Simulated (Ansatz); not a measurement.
**BN at 50 GPa: from Born charge to LO–TO splitting and polaron coupling**

Theory: DFT PBEsol, scalar-relativistic, plane waves, PAW (Ansatz 0.2.0). Settings: 420 eV plane-wave cutoff, Γ-centred 12×12×12 mesh, fixed occupations. No spin polarisation. Phonons by linear response, acoustic sum rule imposed.

The cell, relaxed at 50 GPa:
```cif
data_structure
_symmetry_space_group_name_H-M 'P 1'
_symmetry_Int_Tables_number 1
_cell_length_a 2.4604
_cell_length_b 2.4604
_cell_length_c 2.4604
_cell_angle_alpha 60.000
_cell_angle_beta 60.000
_cell_angle_gamma 60.000
_cell_volume 10.53
loop_
_atom_site_label
_atom_site_type_symbol
_atom_site_fract_x
_atom_site_fract_y
_atom_site_fract_z
_atom_site_occupancy
B1 B 0.04122 0.04122 0.04122 1
N1 N 0.29122 0.29122 0.29122 1
```

Other phases may be more stable at this pressure.

Linear response gives ν_TO = 1191.0 cm⁻¹, Born charges ±1.850 e (positive on B) and ε∞ = 4.541. The primitive cell holds 10.532 Å³, and the masses are 10.810 and 14.007 amu.

Question: Find ν_LO and the static dielectric constant.

Answer: The long-wave field adds a restoring force: ω_LO² − ω_TO² = Z*²e²/(ε_vac ε∞ μV). In these units ν_LO² − ν_TO² = 4.92064×10⁷ Z*²/(μ V ε∞) cm⁻², with μ = m₁m₂/(m₁ + m₂) = 6.101 amu: 577399 cm⁻². So ν_LO = √(1191.0² + 577399) = 1412.7 cm⁻¹, and the run gives 1412.7. Lyddane–Sachs–Teller then gives ε0 = ε∞ (ν_LO/ν_TO)² = 6.39, against 6.39 in the run (it forms both from the same three quantities, so the match checks the arithmetic only). Between ν_TO and ν_LO the dielectric function is negative and an undamped crystal reflects fully: a reststrahlen band from 7.1 to 8.4 μm.

Question: What do the Clausius–Mossotti polarisability and the Szigeti charge come to?

Answer: With the Lorentz local field, α = (3V/4π)(ε∞ − 1)/(ε∞ + 2) = 1.36 Å³ for the pair, and e_S = 3Z*/(ε∞ + 2) = 0.85 e. The Born charge includes the electrons' response to the dipole's own local field, and e_S takes that enhancement out. The Lorentz field assumes point-like polarisable ions, a poor picture once ε∞ is this large, since the electron clouds then overlap or are shared, so both numbers are formal here.

Question: How strongly does a slow electron couple to the LO mode?

Answer: For one isotropic parabolic band, Fröhlich's constant is α_F = (1/ε∞ − 1/ε0) √(m* Ry/ħω_LO), with Ry = 13.606 eV, ħω_LO = 175.2 meV and m* in free-electron masses: α_F = 0.0637 × 8.81 × √m* = 0.56 √m*. The band mass isn't part of this run; for m* = 0.1, 0.3 and 1 it gives 0.18, 0.31, 0.56. In weak coupling the polaron lies α_F ħω_LO below the band edge (54 meV at m* = 0.3) with a mass m*(1 + α_F/6); past α_F of about 5 or 6 that expansion fails. A semilocal functional's ε∞ tends to be too large, which taken alone lowers α_F.

Cost: 1 run of about 0.17 core-minutes, on AMD EPYC 9R45 (Zen 5) (shared hosts).

The large LO–TO splitting shows that boron nitride's strong covalent bonding is also distinctly polar. Nitrogen's greater electronegativity fits the sign of the Born charges, but their size measures the polarisation produced by atomic displacement, not a static charge transfer. Light atoms and a small cell volume amplify the splitting, while electronic screening limits it.

The lattice nevertheless raises the dielectric constant only from 4.541 to 6.39, because stiff bonds allow little ionic displacement in a static field. The atomic masses help set both phonon frequencies but cancel from this static response. The same stiffness keeps the Fröhlich coupling weak: the lattice adds little screening, and the high LO energy reduces the coupling constant further. All three trial masses therefore give a large, weakly bound polaron rather than a self-trapped carrier within this model. Short-range deformation-potential coupling lies outside that picture, so the small Fröhlich constant alone establishes neither a high carrier mobility nor the absence of hole self-trapping.
